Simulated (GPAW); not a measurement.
**Pb: band structure with TASK**

Pb:

```
CELL_PARAMETERS angstrom
0.00000 2.47502 2.47502
2.47502 0.00000 2.47502
2.47502 2.47502 0.00000
ATOMIC_POSITIONS crystal
Pb 0.00000 0.00000 0.00000
```

| Quantity | Value |
| --- | --- |
| Program | GPAW 26.7.0 |
| Task | band structure |
| Functional | TASK |
| Potentials or basis | GPAW PAW data sets (gpaw-data 1.2.1) |
| Cutoff | 600 eV |
| Basis | pw |
| k mesh | 9 × 9 × 9 |
| Occupations | fermi-dirac, width 0.05 eV |
| Spin | spin-orbit coupling, no magnetisation |
| Maxiter | 150 |
| Band path | GXWKGLUWLK,UX |
| Band points | 80 |
| spin axis theta (degrees) | 54.7 |
| spin axis phi (degrees) | 45 |
| Soc after scf | second variation without the xc potential |

* Pressure: 4.5 GPa
* Band gap along the path: none (metal or under the smearing width)

Levels at the corners of the path, in eV from the Fermi level:
| point | band 10 | band 11 | band 12 | band 13 | band 14 | band 15 | band 16 | band 17 | band 18 |
| --- | --- | --- | --- | --- | --- | --- | --- | --- | --- |
| Γ | -17.18 | -13.24 | -13.24 | 5.09 | 5.09 | 9.63 | 9.63 | 9.63 | 9.63 |
| X | -16.90 | -7.55 | -7.55 | -3.92 | -3.92 | 1.46 | 1.46 | 3.21 | 3.21 |
| W | -17.03 | -7.45 | -7.45 | -2.55 | -2.54 | -0.84 | -0.84 | 0.72 | 0.72 |
| K | -16.99 | -7.66 | -7.66 | -3.02 | -3.02 | -1.07 | -1.07 | 3.45 | 3.46 |
| Γ | -17.18 | -13.24 | -13.24 | 5.09 | 5.09 | 9.63 | 9.63 | 9.63 | 9.63 |
| L | -17.01 | -9.13 | -9.13 | -4.82 | -4.82 | 4.83 | 4.83 | 7.45 | 7.45 |
| U | -16.99 | -7.66 | -7.66 | -3.01 | -3.01 | -1.07 | -1.07 | 3.46 | 3.46 |
| W | -17.03 | -7.45 | -7.45 | -2.55 | -2.54 | -0.84 | -0.84 | 0.72 | 0.72 |
| L | -17.01 | -9.13 | -9.13 | -4.82 | -4.82 | 4.83 | 4.83 | 7.45 | 7.45 |
| K | -16.99 | -7.66 | -7.66 | -3.02 | -3.02 | -1.07 | -1.07 | 3.45 | 3.46 |
| U | -16.99 | -7.66 | -7.66 | -3.01 | -3.01 | -1.07 | -1.07 | 3.46 | 3.46 |
| X | -16.90 | -7.55 | -7.55 | -3.92 | -3.92 | 1.46 | 1.46 | 3.21 | 3.21 |

Run time: 84 s on 1 thread of Intel(R) Xeon(R) Platinum 8259CL CPU @ 2.50GHz (Skylake/Cascade Lake), on a shared host, peak memory 0.33 GiB.

Caveat: spin-orbit coupling was added after a scalar SCF, so levels and gaps hold it while energy, forces, pressure and moments don't; this program's spin-orbit splittings come out too wide for heavy elements; the PAW data sets were made with another functional, which shifts forces and pressure a little.
